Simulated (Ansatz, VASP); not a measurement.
**Zn in VASP and in Ansatz**

The input INCAR:

```
SYSTEM = Zn
ALGO     = Normal         ! electronic algorithm
EDIFF    = 1E-6           ! SCF threshold, eV
ENCUT    = 520            ! plane-wave cutoff, eV
GGA      = PE             ! functional
ISIF     = 2              ! what is computed and relaxed
ISMEAR   = 0              ! smearing method
LASPH    = .True.         ! aspherical terms in the spheres
LCHARG   = .False.        ! write CHGCAR
LREAL    = .False.        ! projectors in reciprocal space
LWAVE    = .False.        ! write WAVECAR
NBANDS   = 12             ! bands
NELM     = 60             ! most SCF steps
PREC     = Accurate       ! precision mode
SIGMA    = 0.05           ! smearing width, eV
```

KPOINTS

```
k-points
0
Gamma
  18 18 18
  0 0 0
```

The input POSCAR:

```
Zn
1.0
   -1.5658907539      1.5658907539      1.5658907539
    1.5658907539     -1.5658907539      1.5658907539
    1.5658907539      1.5658907539     -1.5658907539
Zn
1
Direct
    0.0000000000      0.0000000000      0.0000000000
```

Input for Ansatz:

```yaml
crystal:
  lattice:
    - [-1.5658907539, 1.5658907539, 1.5658907539]
    - [1.5658907539, -1.5658907539, 1.5658907539]
    - [1.5658907539, 1.5658907539, -1.5658907539]
  atoms:
    - { symbol: Zn, position: [0.0, 0.0, 0.0] }
basis:
  ecutwfc: 600
  ecutrho_ratio: 5
kpoints:
  mp_grid: { grid: [18, 18, 18] }
hamiltonian:
  xc: pbe
scf:
  occupations: { method: gaussian, width: 0.05 }
output:
  forces: true
  stress: true
  eigenvalues: true
```

Alike in both runs: task single point; functional PBE; k mesh 18 × 18 × 18; occupations gaussian, width 0.05 eV; no spin polarisation.

```csv
,VASP,Ansatz
version,VASP 6.6.1,Ansatz 0.2.0
potentials or method,"VASP PAW PBE potentials, release 64 (Zn)","scalar-relativistic, plane waves, PAW"
plane-wave cutoff (eV),520,600
valence electrons in the cell,12,12
```

Ansatz gave:

* pressure (GPa): 0.0

Q: Which values does VASP return?

A: Pressure (GPa): 0.4.
